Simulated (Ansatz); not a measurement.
Wurtzite KF (it has left that coordination), relaxed with r2SCAN: 7 runs in the PAW code Ansatz, each a construction of maximally localised Wannier functions. It is hexagonal, P6_3/mmc (No. 194); conventional cell a = 4.485 Å, c = 5.271 Å, 22.96 Å³ an atom. Around K lie 5 F at 2.59–2.64 Å; around F lie 5 K at 2.59–2.64 Å. Spin-unpolarised throughout. Whether this structure exists isn't addressed.

```
CELL_PARAMETERS angstrom
4.48500 0.00000 0.00000
-2.24250 3.88413 0.00000
0.00000 0.00000 5.27130
ATOMIC_POSITIONS crystal
K 0.33333 0.66667 0.93750
K 0.66667 0.33333 0.43750
F 0.33333 0.66667 0.43750
F 0.66667 0.33333 0.93750
```

Windows count from the top of the filled bands; a dash means that no such window was set (without an outer window there is no disentanglement).

```csv
functional,SCF mesh,trial orbitals,functions,mesh,window (eV),frozen (eV),Ω total (Å²),Ω invariant (Å²),largest spread (Å²),least projectability,"interpolation miss of the model's filled bands (eV, to the nearest computed level)"
PBE,6×6×4,"F s, F p",8,6×6×4,–,–,4.71,4.13,0.60,0.97,0.001
PBE,6×6×4,"F s, F p",8,6×6×2,–,–,4.56,3.98,0.57,0.97,0.021
PBE,6×6×4,F p,6,6×6×4,–,–,4.48,4.48,0.75,0.97,0.001
r2SCAN,6×6×4,"F s, F p",8,6×6×4,–,–,4.57,3.99,0.58,0.97,0.001
r2SCAN,6×6×4,F p,6,6×6×4,–,–,4.36,4.35,0.73,0.98,0.001
HSE06,6×6×4,"F s, F p",8,6×6×4,–,–,4.54,3.96,0.58,0.97,–
HSE06,6×6×4,F p,6,6×6×4,–,–,4.33,4.33,0.72,0.98,–
```

A dash in the last column means that the miss wasn't evaluated.

For F s, F p with PBE the spread goes 4.56 Å² (6×6×2), 4.71 Å² (6×6×4): finite differences on a coarse mesh understate it.
